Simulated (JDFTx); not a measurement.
Runs of JDFTx 1.7.0 (patched build) on CsPbCl3. The structure is cubic, space group Pm-3m (No. 221). Conventional cell: a = 5.605 Å, b = 5.605 Å, c = 5.605 Å, α = 90.00°, β = 90.00°, γ = 90.00°. Pb (site symmetry m-3m) is surrounded by 6 Cl at 2.80 Å. Cs (site symmetry m-3m) has 12 Cl at 3.96 Å as nearest neighbours. Cl (site symmetry 4/mmm) has 2 Pb at 2.80 Å as nearest neighbours. 

```csv
task,level,potentials or basis,cell,k mesh,cutoff (eV),max SCF steps,SCF threshold on the energy,solver of the electrons,further solve for the empty bands,band ratio of the Davidson solver,gap on the mesh (eV),pressure (GPa)
single point,PBEsol,PseudoDojo-SR-PBEsol-0.4.1-standard with smoothed tails,as given,5 × 5 × 5,789,100,1e-09 Ha,scf,yes,-,2.86,0.2
single point,LDA,PseudoDojo-SR-LDA-0.4.1-standard with smoothed tails,as given,5 × 5 × 5,762,100,1e-09 Ha,scf,yes,-,(b),-1.3
relaxation of cell and atoms,PBEsol,PseudoDojo-SR-PBEsol-0.4.1-standard with smoothed tails,relaxed,5 × 5 × 5,789,100,1e-09 Ha,scf,no,-,(a),0.0
single point,PBEsol,PseudoDojo-SR-PBEsol-0.4.1-standard with smoothed tails,as given,3 × 3 × 3,789,100,1e-09 Ha,scf,yes,-,4.19,-0.1
```

Alike in all rows: no spin polarisation; smearing fermi-dirac 0.05 eV.

Q: Estimate the missing entries.

A: (a) 2.87; (b) 2.81.

Caveats: spin-orbit coupling is left out, which as a rule narrows the gap of such compounds by several tenths of an eV; an odd mesh through Γ misses points on the zone boundary, where band edges often lie; the empty levels aren't tightly converged (some runs).

A k mesh can miss the band edges, and the runs leave out spin-orbit coupling on Cs, Pb.

Not every run made on this cell is shown here.
